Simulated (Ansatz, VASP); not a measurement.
## BN in VASP and in Ansatz

```
CELL_PARAMETERS angstrom
0.00000 1.81234 1.81234
1.81234 0.00000 1.81234
1.81234 1.81234 0.00000
ATOMIC_POSITIONS crystal
B 0.00000 0.00000 0.00000
N 0.75000 0.75000 0.75000
```

Alike in both runs: functional PBE; k mesh 12 × 12 × 12; no spin polarisation.

Ansatz relaxed the structure, and its values are those at the end. VASP's run is a single point on that final structure, the one shown.

|  | VASP | Ansatz |
| --- | --- | --- |
| version | VASP 6.6.1 | Ansatz 0.2.0 |
| potentials or method | VASP PAW PBE potentials, release 64 (B, N) | scalar-relativistic, plane waves, PAW |
| plane-wave cutoff (eV) | 520 | 420 |
| occupations | gaussian, width 0.01 eV | fixed |
| valence electrons in the cell | 8 | 8 |

Ansatz gave:

| Item | Value |
| --- | --- |
| gap on the k mesh at the Fermi level (eV) | 4.46 |
| least direct gap on the mesh (eV) | 8.79 |
| pressure (GPa) | 0.0 |

What did VASP give for the same quantities?

gap on the k mesh at the Fermi level (eV): 4.45; least direct gap on the mesh (eV): 8.78; pressure (GPa): 0.2.

A k mesh can miss the band edges.
